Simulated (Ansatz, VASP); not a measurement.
## Two plane-wave programs on GaAs

```
CELL_PARAMETERS angstrom
0.00000 2.83759 2.83759
2.83759 0.00000 2.83759
2.83759 2.83759 0.00000
ATOMIC_POSITIONS crystal
Ga 0.00000 0.00000 0.00000
As 0.25000 0.25000 0.25000
```

Alike in both runs: functional PBE; dispersion D3(BJ); k mesh 12 × 12 × 12; occupations gaussian, width 0.02 eV; no spin polarisation.

Ansatz relaxed the structure, and its values are those at the end. VASP's run is a single point on that final structure, the one shown.

|  | VASP | Ansatz |
| --- | --- | --- |
| version | VASP 6.6.1 | Ansatz 0.2.0 |
| potentials or method | VASP PAW PBE potentials, release 64 (Ga_d, As) | scalar-relativistic, plane waves, PAW |
| plane-wave cutoff (eV) | 520 | 420 |
| valence electrons in the cell | 18 | 28 |

|  | VASP | Ansatz | Ansatz less VASP |
| --- | --- | --- | --- |
| gap on the k mesh at the Fermi level (eV) | 0.44 | 0.43 | -0.004 |
| least direct gap on the mesh (eV) | 0.44 | 0.43 | -0.004 |
| pressure (GPa) | 0.2 | 0.0 | -0.17 |

The two sets of potentials don't hold the same shells in valence.
